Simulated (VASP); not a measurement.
# Au in VASP: settings compared

Aim: see how the results for Au move with the level of theory and the settings. Levels: PBE, LDA, PBEsol. Tasks: work function.

Everything below comes from runs of VASP 6.6.1. Logs are shortened: lines on timing, memory, paths and dates and some standing lists are left out, and cuts for length are marked.

## 1. Starting point

The cell holds a sheet with vacuum, 1 atom: a = 2.662 Å, b = 2.662 Å, c = 23.800 Å, α = 90.00°, β = 90.00°, γ = 90.00°.

The cell was built by a generator and needn't be a form met in nature.

## 2. Work function, PBE

Contents of INCAR:

```
PREC = Accurate
ENCUT = 520
EDIFF = 1E-7
ISMEAR = -1
SIGMA = 0.05
LREAL = F
LASPH = T
NELM = 60
ALGO = Normal
ISIF = 2
LWAVE = F
LCHARG = F
LDIPOL = T
IDIPOL = 3
DIPOL = 0.5 0.5 0.294
GGA = PE
EFIELD = 0.3
LVHAR = T
LVACPOTAV = T
```

Contents of KPOINTS:

```
Automatic mesh
0
Gamma
  10 10 1
```

Contents of POSCAR:

```
Au
1.0
    2.6622700000      0.0000000000      0.0000000000
    0.0000000000      2.6617000000      0.0000000000
    0.0000000000      0.0000000000     23.8000000000
Au
1
Direct
    0.0000000000      0.5000000000      0.2941200000
```

Potentials or basis: VASP PAW PBE potentials, release 64 (Au).

Started as:

```
cat potpaw_PBE.64/Au/POTCAR > POTCAR
mpirun -np 1 vasp_std > vasp.out
```

OUTCAR:

```text
PREC = Accurate
   ENCUT = 520
   EDIFF = 1E-7
   ISMEAR = -1
   LREAL = F
   LASPH = T
   NELM = 60
   ISIF = 2
   GGA = PE

 ion  position               nearest neighbor table
   1  0.000  0.500  0.294-

  LATTYP: Found a simple orthorhombic cell.
 ALAT       =     2.6617000000
 B/A-ratio  =     1.0002141489
 C/A-ratio  =     8.9416538303

  Lattice vectors:

 A1 = (   0.0000000000,  -2.6617000000,   0.0000000000)
 A2 = (   2.6622700000,   0.0000000000,   0.0000000000)
 A3 = (   0.0000000000,   0.0000000000,  23.8000000000)

Analysis of symmetry for initial positions (statically):
=====================================================================
 Subroutine PRICEL returns:
 Original cell was already a primitive cell.

 Routine SETGRP: Setting up the symmetry group for a
 simple orthorhombic supercell.

 Subroutine GETGRP returns: Found  8 space group operations
 (whereof  4 operations were pure point group operations)
 out of a pool of  8 trial point group operations.

The static configuration has the point symmetry C_2v.
 The point group associated with its full space group is D_2h.

Analysis of symmetry for dynamics (positions and initial velocities):
=====================================================================
 An external electric field (EFIELD) may reduce the allowed symmetry operations
 Subroutine PRICEL returns:
 Original cell was already a primitive cell.

 Routine SETGRP: Setting up the symmetry group for a
 simple orthorhombic supercell.

 Subroutine GETGRP returns: Found  4 space group operations
 (whereof  4 operations were pure point group operations)
 out of a pool of  8 trial point group operations.

The dynamic configuration has the point symmetry C_2v.

 Subroutine INISYM returns: Found  4 space group operations
 (whereof  4 operations are pure point group operations),
 and found     1 'primitive' translations

----------------------------------------------------------------------------------------

                                     Primitive cell

  volume of cell :     168.6507

  direct lattice vectors                    reciprocal lattice vectors
     2.662270000  0.000000000  0.000000000     0.375619302  0.000000000  0.000000000
     0.000000000  2.661700000  0.000000000     0.000000000  0.375699741  0.000000000
     0.000000000  0.000000000 23.800000000     0.000000000  0.000000000  0.042016807

  length of vectors
     2.662270000  2.661700000 23.800000000     0.375619302  0.375699741  0.042016807

  position of ions in fractional coordinates (direct lattice)
     0.000000000  0.500000000  0.294120000

  ion indices of the primitive-cell ions
   primitive index   ion index
                 1           1

----------------------------------------------------------------------------------------

 KPOINTS: Automatic mesh

Automatic generation of k-mesh.
 Grid dimensions read from file:
 generate k-points for:   10   10    1

 Generating k-lattice:

  Cartesian coordinates                     Fractional coordinates (reciprocal lattice)
     0.037561930  0.000000000  0.000000000     0.100000000  0.000000000  0.000000000
     0.000000000  0.037569974  0.000000000     0.000000000  0.100000000  0.000000000
     0.000000000  0.000000000  0.042016807     0.000000000  0.000000000  1.000000000

  Length of vectors
     0.037561930  0.037569974  0.042016807

  Shift w.r.t. Gamma in fractional coordinates (k-lattice)
     0.000000000  0.000000000  0.000000000

 Subroutine IBZKPT returns following result:
 ===========================================

 Found     36 irreducible k-points:

 Following reciprocal coordinates:
            Coordinates               Weight
  0.000000  0.000000  0.000000      1.000000
  0.100000  0.000000  0.000000      2.000000
  0.200000  0.000000  0.000000      2.000000
  0.300000  0.000000  0.000000      2.000000
  0.400000  0.000000  0.000000      2.000000
  0.500000  0.000000  0.000000      1.000000
[... 16 lines left out ...]
  0.400000  0.300000  0.000000      4.000000
  0.500000  0.300000  0.000000      2.000000
 [... further k-points ...]
   k-points           NKPTS =     36   k-points in BZ     NKDIM =     36   number of bands    NBANDS=      9
   number of dos      NEDOS =    301   number of ions     NIONS =      1
   total plane-waves  NPLWV =  72000
   dimension x,y,z NGX =    20 NGY =   20 NGZ =  180
   dimension x,y,z NGXF=    40 NGYF=   40 NGZF=  360
   ions per type =               1
   NGX,Y,Z   is equivalent  to a cutoff of  12.49, 12.49, 12.57 a.u.
   NGXF,Y,Z  is equivalent  to a cutoff of  24.98, 24.98, 25.15 a.u.
 SYSTEM =  unknown system
   PREC   = accura    normal or accurate (medium, high low for compatibility)
   ISTART =      0    job   : 0-new  1-cont  2-samecut
   ICHARG =      2    charge: 1-file 2-atom 10-const
   ISPIN  =      1    spin polarized calculation?
   LNONCOLLINEAR =      F non collinear calculations
   LSORBIT =      F    spin-orbit coupling
   LASPH  =      T    aspherical Exc in radial PAW
   ENCUT  =  520.0 eV  38.22 Ry    6.18 a.u.   4.95  4.95 44.25*2*pi/ulx,y,z
   NELM   =     60;   NELMIN=  2; NELMDL= -5     # of ELM steps
   EDIFF  = 0.1E-06   stopping-criterion for ELM
   LREAL  =      F    real-space projection
   EDIFFG = 0.1E-05   stopping-criterion for IOM
   NSW    =      0    number of steps for IOM
   IBRION =     -1    ionic relax: 0-MD 1-quasi-New 2-CG
   NFREE  =      0    steps in history (QN), initial steepest desc. (CG)
   ISIF   =      2    stress and relaxation
   ISYM   =      2    0-nonsym 1-usesym 2-fastsym
   POTIM  = 0.5000    time-step for ionic-motion
   TEBEG  =    0.0;   TEEND  =   0.0 temperature during run
   PSTRESS=    0.0 pullay stress
   NELECT =      11.0000    total number of electrons
   NUPDOWN=      -1.0000    fix difference up-down
   EMIN   =  10.00;   EMAX   =-10.00  energy-range for DOS
   EFERMI =   0.00;   METHOD = LEGACY
   ISMEAR =    -1;   SIGMA  =   0.05  broadening in eV -4-tet -1-fermi 0-gaus
   EFERMI_NEDOS =   21; number of points for ismear=-14 and -15
   IALGO  =     38    algorithm
   IMIX   =      4    mixing-type and parameters
     AMIX     =   0.40;   BMIX     =  1.00
     AMIX_MAG =   1.60;   BMIX_MAG =  1.00
  volume/ion in A,a.u.               =     168.65      1138.11
  Fermi-wavevector in a.u.,A,eV,Ry     =   0.658986  1.245303  5.908505  0.434263
  Thomas-Fermi vector in A             =   1.730980
   LORBIT       =      0    0 simple, 1 ext, 2 COOP (PROOUT), +10 PAW based schemes
   GGA     = PE    functional components
   LHFCALC =     F    Hartree Fock is set to
   AEXX    =    0.0000 exact exchange contribution
   IVDW    =     0    specifies the selected vdW correction
   LEPSILON=     F    determine dielectric tensor
   LRPA    =     F    only Hartree local field effects (RPA)
 non-spin polarized calculation
  energy-cutoff  :      520.00
  volume of cell :      168.65
 maximum number of plane-waves:      4582
 NGX is ok and might be reduce to    20
   NGX =  9   NGY =  9   NGZ = 89

 dipolmoment           0.000000      0.000000     -0.000000 electrons x Angstroem

 number of electron      11.0000002 magnetization

 dipolmoment           0.000000      0.000000      0.033030 electrons x Angstroem

 Free energy of the ion-electron system (eV)
  ---------------------------------------------------
  ext. energy  EPLUGINS =         0.00000000
  ---------------------------------------------------
  free energy    TOTEN  =        -2.64014756 eV

  energy without entropy =       -2.63482789  energy(sigma->0) =       -2.63748773

 E-fermi :  -4.3369     XC(G=0):  -1.9344

 val. band max:       -4.3829746304   @ k =   0.4000   0.5000   0.0000
 cond. band min:      -4.0431851184   @ k =   0.4000   0.1000   0.0000
 fundamental gap:      0.3397895120
 Fermi energy:        -4.3369459211

 k-point     1 :       0.0000    0.0000    0.0000
  band No.  band energies     occupation
      1     -10.7420      2.00000
      2      -9.7560      2.00000
      3      -6.9452      2.00000
      4      -5.6303      2.00000
      5      -5.6289      2.00000
      6      -5.0077      2.00000
      7      -2.4545      0.00000
      8      -0.3448      0.00000
      9       0.6407      0.00000

 k-point     2 :       0.1000    0.0000    0.0000
  band No.  band energies     occupation
      1     -10.4729      2.00000
      2      -9.5525      2.00000
      3      -6.8699      2.00000
      4      -6.0140      2.00000
      5      -5.6069      2.00000
      6      -5.1866      2.00000
      7      -2.0213      0.00000
      8      -0.1321      0.00000
      9       0.8563      0.00000

 k-point     3 :       0.2000    0.0000    0.0000
  band No.  band energies     occupation
      1     -10.0103      2.00000
      2      -8.6575      2.00000
      3      -6.7791      2.00000
      4      -6.6554      2.00000
      5      -5.6275      2.00000
      6      -5.5489      2.00000
      7      -1.0410      0.00000
      8       0.5057      0.00000
      9       1.4979      0.00000

 k-point     4 :       0.3000    0.0000    0.0000
  band No.  band energies     occupation
      1      -9.6832      2.00000
      2      -7.4986      2.00000
      3      -6.9953      2.00000
      4      -6.2752      2.00000
      5      -6.1263      2.00000
      6      -5.4763      2.00000
      7       0.2089      0.00000
      8       1.5676      0.00000
      9       2.5535      0.00000
[... 205 lines left out ...]
 k-point    22 :       0.3000    0.3000    0.0000
  band No.  band energies     occupation
      1      -8.2992      2.00000
      2      -7.3076      2.00000
      3      -6.9481      2.00000
      4      -6.7565      2.00000
      5      -6.3635      2.00000
      6      -4.4365      1.75968
      7       2.5869      0.00000
      8       3.4830      0.00000
      9       4.4795      0.00000

 k-point    23 :       0.4000    0.3000    0.0000
  band No.  band energies     occupation
      1      -8.6855      2.00000
      2      -7.6232      2.00000
      3      -6.9710      2.00000
      4      -6.4203      2.00000
      5      -5.8165      2.00000
      6      -2.4001      0.00000
      7       3.6882      0.00000
      8       4.0283      0.00000
      9       4.9676      0.00000

 k-point    24 :       0.5000    0.3000    0.0000
  band No.  band energies     occupation
      1      -8.8315      2.00000
      2      -7.7768      2.00000
      3      -6.9332      2.00000
      4      -6.3780      2.00000
      5      -5.6077      2.00000
      6       0.3355      0.00000
      7       0.6364      0.00000
      8       5.1884      0.00000
      9       6.7403      0.00000

 [... further k-points ...]
[... 5 lines left out ...]
  --------------------------------------------------------------------------------------
  -------------------------------------------------------------------------------------
  Total        0.0219887      0.0303500     -0.0229121      0.0000000      0.0000000      0.0000000
  in kB        0.2088921      0.2883245     -0.2176643      0.0000000      0.0000000      0.0000000
  external PRESSURE =       0.0931841 kB  Pullay stress =       0.0000000 kB

 VOLUME and BASIS-vectors are now :
 -----------------------------------------------------------------------------
  energy-cutoff  :      520.00
  volume of cell :      168.65
      direct lattice vectors                 reciprocal lattice vectors
     2.662270000  0.000000000  0.000000000     0.375619302  0.000000000  0.000000000
     0.000000000  2.661700000  0.000000000     0.000000000  0.375699741  0.000000000
     0.000000000  0.000000000 23.800000000     0.000000000  0.000000000  0.042016807

 POSITION                                       TOTAL-FORCE (eV/Angst)
 -----------------------------------------------------------------------------------
      0.00000      1.33085      7.00006         0.000000      0.000000     -0.000122
 -----------------------------------------------------------------------------------
    total drift:                               -0.000000     -0.000000     -0.000122

  FREE ENERGIE OF THE ION-ELECTRON SYSTEM (eV)
  ---------------------------------------------------
  free  energy   TOTEN  =        -2.6401475615 eV

  energy  without entropy=       -2.6348278888  energy(sigma->0) =       -2.63748773
```

Run time: 72 s. Hardware: 1 thread of AMD EPYC 7R43 (Zen 3), shared host; peak memory 0.24 GiB.

What came out:

```yaml
Free_energy: -2.6401 eV
Band_gap_on_the_k_mesh: none (metal or under the smearing width)
```

## 3. Work function, LDA

Contents of INCAR:

```
SYSTEM = Au
PREC = Accurate ; ENCUT = 520
EDIFF = 1E-6 ; ISMEAR = -1
SIGMA = 0.05 ; LREAL = .FALSE.
LASPH = .TRUE. ; NELM = 60
ALGO = Normal ; ISIF = 2
LWAVE = .FALSE. ; LCHARG = .TRUE.
LDIPOL = .TRUE. ; IDIPOL = 3
DIPOL = 0.5 0.5 0.294 ; LELF = .TRUE.
LVHAR = .TRUE. ; LVACPOTAV = .TRUE.
```

Contents of KPOINTS:

```
regular mesh
0
G
  10 10 1
  0 0 0
```

POSCAR is that of step 2.

Potentials or basis: VASP PAW LDA potentials, release 64 (Au).

Started as:

```
cat potpaw_LDA.64/Au/POTCAR > POTCAR
mpirun -np 1 vasp_std > vasp.out
```

OUTCAR:

```text
SYSTEM = Au
   PREC = Accurate
   ENCUT = 520
   EDIFF = 1E-6
   ISMEAR = -1
   LREAL = .FALSE.
   LASPH = .TRUE.
   NELM = 60
   ISIF = 2

 ion  position               nearest neighbor table
   1  0.000  0.500  0.294-

  LATTYP: Found a simple orthorhombic cell.
 ALAT       =     2.6617000000
 B/A-ratio  =     1.0002141489
 C/A-ratio  =     8.9416538303

  Lattice vectors:

 A1 = (   0.0000000000,  -2.6617000000,   0.0000000000)
 A2 = (   2.6622700000,   0.0000000000,   0.0000000000)
 A3 = (   0.0000000000,   0.0000000000,  23.8000000000)

Analysis of symmetry for initial positions (statically):
=====================================================================
 Subroutine PRICEL returns:
 Original cell was already a primitive cell.

 Routine SETGRP: Setting up the symmetry group for a
 simple orthorhombic supercell.

 Subroutine GETGRP returns: Found  8 space group operations
 (whereof  4 operations were pure point group operations)
 out of a pool of  8 trial point group operations.

The static configuration has the point symmetry C_2v.
 The point group associated with its full space group is D_2h.

Analysis of symmetry for dynamics (positions and initial velocities):
=====================================================================
 Subroutine PRICEL returns:
 Original cell was already a primitive cell.

 Routine SETGRP: Setting up the symmetry group for a
 simple orthorhombic supercell.

 Subroutine GETGRP returns: Found  8 space group operations
 (whereof  4 operations were pure point group operations)
 out of a pool of  8 trial point group operations.

The dynamic configuration has the point symmetry C_2v.
 The point group associated with its full space group is D_2h.

 Subroutine INISYM returns: Found  8 space group operations
 (whereof  4 operations are pure point group operations),
 and found     1 'primitive' translations

[... 114 lines left out ...]
  Fermi-wavevector in a.u.,A,eV,Ry     =   0.658986  1.245303  5.908505  0.434263
  Thomas-Fermi vector in A             =   1.730980
   LORBIT       =      0    0 simple, 1 ext, 2 COOP (PROOUT), +10 PAW based schemes
   GGA     = CA    functional components
   LHFCALC =     F    Hartree Fock is set to
   AEXX    =    0.0000 exact exchange contribution
   IVDW    =     0    specifies the selected vdW correction
   LEPSILON=     F    determine dielectric tensor
   LRPA    =     F    only Hartree local field effects (RPA)
 non-spin polarized calculation
  energy-cutoff  :      520.00
  volume of cell :      168.65
 maximum number of plane-waves:      4582
 NGX is ok and might be reduce to    20
   NGX =  9   NGY =  9   NGZ = 89

 number of electron      11.0000002 magnetization

 dipolmoment           0.000000      0.000000     -0.000002 electrons x Angstroem

 Free energy of the ion-electron system (eV)
  ---------------------------------------------------
  ext. energy  EPLUGINS =         0.00000000
  ---------------------------------------------------
  free energy    TOTEN  =        -3.44990293 eV

  energy without entropy =       -3.44478598  energy(sigma->0) =       -3.44734446

 E-fermi :  -4.7337     XC(G=0):  -1.9974

 val. band max:       -4.7694093591   @ k =   0.4000   0.5000   0.0000
 cond. band min:      -4.4542267230   @ k =   0.4000   0.1000   0.0000
 fundamental gap:      0.3151826361
 Fermi energy:        -4.7336806552

 k-point     1 :       0.0000    0.0000    0.0000
  band No.  band energies     occupation
      1     -11.1690      2.00000
      2     -10.1721      2.00000
      3      -7.2915      2.00000
      4      -5.9662      2.00000
      5      -5.9648      2.00000
      6      -5.3489      1.99999
      7      -2.8273      0.00000
      8       1.1978      0.00000
      9       1.6412      0.00000
[... 265 lines left out ...]
 k-point    24 :       0.5000    0.3000    0.0000
  band No.  band energies     occupation
      1      -9.2109      2.00000
      2      -8.1333      2.00000
      3      -7.2819      2.00000
      4      -6.7544      2.00000
      5      -5.9654      2.00000
      6      -0.0603      0.00000
      7       0.2081      0.00000
      8       4.8788      0.00000
      9       6.6181      0.00000

 [... further k-points ...]
[... 5 lines left out ...]
  --------------------------------------------------------------------------------------
  -------------------------------------------------------------------------------------
  Total       -1.4151466     -1.4073396     -0.0136861      0.0000000      0.0000000      0.0000000
  in kB      -13.4438560    -13.3696899     -0.1300177      0.0000000      0.0000000      0.0000000
  external PRESSURE =      -8.9811879 kB  Pullay stress =       0.0000000 kB

 VOLUME and BASIS-vectors are now :
 -----------------------------------------------------------------------------
  energy-cutoff  :      520.00
  volume of cell :      168.65
      direct lattice vectors                 reciprocal lattice vectors
     2.662270000  0.000000000  0.000000000     0.375619302  0.000000000  0.000000000
     0.000000000  2.661700000  0.000000000     0.000000000  0.375699741  0.000000000
     0.000000000  0.000000000 23.800000000     0.000000000  0.000000000  0.042016807

 POSITION                                       TOTAL-FORCE (eV/Angst)
 -----------------------------------------------------------------------------------
      0.00000      1.33085      7.00006         0.000000      0.000000     -0.000000
 -----------------------------------------------------------------------------------
    total drift:                               -0.000000      0.000000     -0.000023

  FREE ENERGIE OF THE ION-ELECTRON SYSTEM (eV)
  ---------------------------------------------------
  free  energy   TOTEN  =        -3.4499029321 eV

  energy  without entropy=       -3.4447859794  energy(sigma->0) =       -3.44734446

 vacuum level on the upper side and lower side of the slab         1.460         1.460
```

stdout:

```text
POSCAR found type information on POSCAR Au
 POSCAR found :  1 types and       1 ions
 scaLAPACK will be used
 LDA part: xc-table for (Slater(with rela. corr.)+CA(PZ))
 , standard interpolation
 POSCAR, INCAR and KPOINTS ok, starting setup
 FFT: planning ... GRIDC
 FFT: planning ... GRID_SOFT
 FFT: planning ... GRID
 WAVECAR not read
 entering main loop
 -----------------------------------------------------------------------------
|                                                                             |
|           W    W    AA    RRRRR   N    N  II  N    N   GGGG   !!!           |
|           W    W   A  A   R    R  NN   N  II  NN   N  G    G  !!!           |
|           W    W  A    A  R    R  N N  N  II  N N  N  G       !!!           |
|           W WW W  AAAAAA  RRRRR   N  N N  II  N  N N  G  GGG   !            |
|           WW  WW  A    A  R   R   N   NN  II  N   NN  G    G                |
|           W    W  A    A  R    R  N    N  II  N    N   GGGG   !!!           |
|                                                                             |
|     Did not find any points to average over, which means that no vacuum     |
|     field-free region was found. Please increase the size of  your cell     |
|     in the dimension of the dipole correction to obtain accurate            |
|     workfunction values.                                                    |
|                                                                             |
 -----------------------------------------------------------------------------
```

It took 26 s on 1 thread of Intel Xeon 6975P-C (Granite Rapids), shared host; peak memory 0.23 GiB.

Results:

| Property | Result |
| --- | --- |
| Free energy | -3.4499 eV |
| Band gap on the k mesh | none (metal or under the smearing width) |
| Work function of the upper face | 6.19 eV |
| Work function of the lower face | 6.19 eV |

(Part 1 of 2 ends here.)
